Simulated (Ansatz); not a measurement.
A 2-atom cell of NaF from a published structure, relaxed with r2SCAN in Ansatz. The symmetry is Fm-3m (No. 225, cubic); a = 4.594 Å in the conventional setting, 12.12 Å³ an atom. Around Na lie 6 F at 2.30 Å; around F lie 6 Na at 2.30 Å.

The axes x, y and z are those of this cell:
```
Na F
1.0
     0.00000    2.29724    2.29724
     2.29724    0.00000    2.29724
     2.29724    2.29724    0.00000
Na F
1 1
Direct
  0.00000 0.00000 0.00000
  0.50000 0.50000 0.50000
```

Unstrained: With PBE the gap is 6.456 eV and direct, at Γ. With r2SCAN the gap is 7.281 eV and direct, at Γ. HSE06 gives a direct gap of 8.635 eV at Γ. Meshes: PBE 10×10×10, r2SCAN 10×10×10, HSE06 6×6×6. Strains are changes of length per length, and xy shears are angles. After each strain the atoms were relaxed again with r2SCAN within the symmetry that the strain leaves, so tilts or polar shifts that break it weren't tested; points keep the names that they have in the unstrained zone. Spin-unpolarised calculation; the starting structure is a published one, and the numbers are computed.

(1) One strain changed the r2SCAN stress by xx +14.64, yy +14.64, zz +14.64 GPa (compression positive) and the gap by +1.119 eV (PBE), +1.155 eV (r2SCAN), +1.221 eV (HSE06). Which kind of strain was it, and roughly how large?

(2) Estimate what isotropic +4.86 % on every length does to the gap.

(3) Apply uniaxial -5.64 % along x, other directions held. How far does the gap move, against the unstrained cell?

(4) Estimate what xy shear, engineering strain (angle) +5.75 % does to the gap.

Results:

(1) Isotropic -5.75 % on every length. The pattern of the stress gives the kind; the size needs the stiffness, so it is an estimate.

(2) PBE: the gap goes from 6.456 to 5.726 eV (-0.730 eV). r2SCAN: the gap goes from 7.281 to 6.525 eV (-0.756 eV). HSE06: the gap goes from 8.635 to 7.829 eV (-0.806 eV). The r2SCAN energy rises by 36.8 meV an atom.

(3) PBE: the gap goes from 6.456 to 6.776 eV (+0.320 eV); with r2SCAN the top three valence levels at Γ, degenerate before, become 1+2 from the top over 14 meV. r2SCAN: the gap goes from 7.281 to 7.607 eV (+0.326 eV). HSE06: the gap goes from 8.635 to 8.991 eV (+0.356 eV). The r2SCAN energy rises by 18.5 meV an atom.

(4) PBE: the gap goes from 6.456 to 6.364 eV (-0.092 eV); with r2SCAN the top three valence levels at Γ, degenerate before, become 1+1+1 from the top over 158 meV. r2SCAN: the gap goes from 7.281 to 7.188 eV (-0.093 eV). HSE06: the gap goes from 8.635 to 8.543 eV (-0.092 eV). The r2SCAN energy rises by 3.6 meV an atom.

The meshes of the hybrids are coarse, so their gaps aren't converged to the digits shown.

The splittings at Γ are without spin-orbit coupling, which regroups them where it is of like size or larger.
